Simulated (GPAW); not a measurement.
# Zn in GPAW: the effect of functional

Crystal: Zn.

```xyz
3
Lattice="3.7711 0.0000 0.0000 0.0000 3.7711 0.0000 0.0000 0.0000 3.7711" Properties=species:S:1:pos:R:3 pbc="T T T"
Zn    0.0000    1.8856    1.8856
Zn    1.8856    0.0000    1.8856
Zn    1.8856    1.8856    0.0000
```

The cell was built by a generator and needn't be a form met in nature.

Alike in all runs:

| Property | Result |
| --- | --- |
| Program | GPAW 26.7.0 |
| Task | band structure |
| Cutoff | 600 eV |
| Basis | pw |
| k mesh | 7 × 7 × 7 |
| Occupations | fermi-dirac, width 0.05 eV |
| Spin | no spin polarisation |

```csv
functional,potentials or basis,pressure (GPa)
LDA,the program's PAW data sets (release 1.2.1) made for this functional,-7.4
PBEsol,PAW data sets generated in the run's folder for this functional,-4.6
RPBE,the program's PAW data sets (release 1.2.1) made for this functional,2.1
revPBE,the program's PAW data sets (release 1.2.1) made for this functional,1.3
BLYP,PAW data sets generated in the run's folder for this functional,3.8
r2SCAN,GPAW PAW data sets (gpaw-data 1.2.1),?
```

Q: What does the run with functional r2SCAN give?

A: Pressure -3.6 GPa.

Caveats: the PAW data sets were made with another functional, which shifts forces and pressure a little (some runs).

Runs at the PBE level aren't shown here.
